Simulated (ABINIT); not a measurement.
The system is InP.

```xyz
2
Lattice="0.0000 2.9305 2.9305 2.9305 0.0000 2.9305 2.9305 2.9305 0.0000" Properties=species:S:1:pos:R:3 pbc="T T T"
In    0.0000    0.0000    0.0000
P     4.3957    4.3957    4.3957
```

Base run:

| Property | Result |
| --- | --- |
| Program | ABINIT 10.8.3 (patched build) |
| Functional | HSE06 |
| Potentials or basis | SPMS NC PBE v1.0 |
| Cutoff | 490 eV |
| k mesh | 6 × 6 × 6 |
| Occupations | fermi-dirac, width 0.05 eV |
| Spin | no spin polarisation |

Its results: band gap on the k mesh 2.30 eV, direct.

**Question.** The run is repeated on the same cell with these changes: share of exact exchange from 0.5 to 0.15. What comes out?

**Answer.** Band gap on the k mesh 1.13 eV, direct.

Caveats: exact exchange is summed on a coarse mesh, which widens gaps by tenths of an eV; Libxc's HSE differs a little from that of other programs; spin-orbit coupling is left out, which moves the levels of the heavy elements.

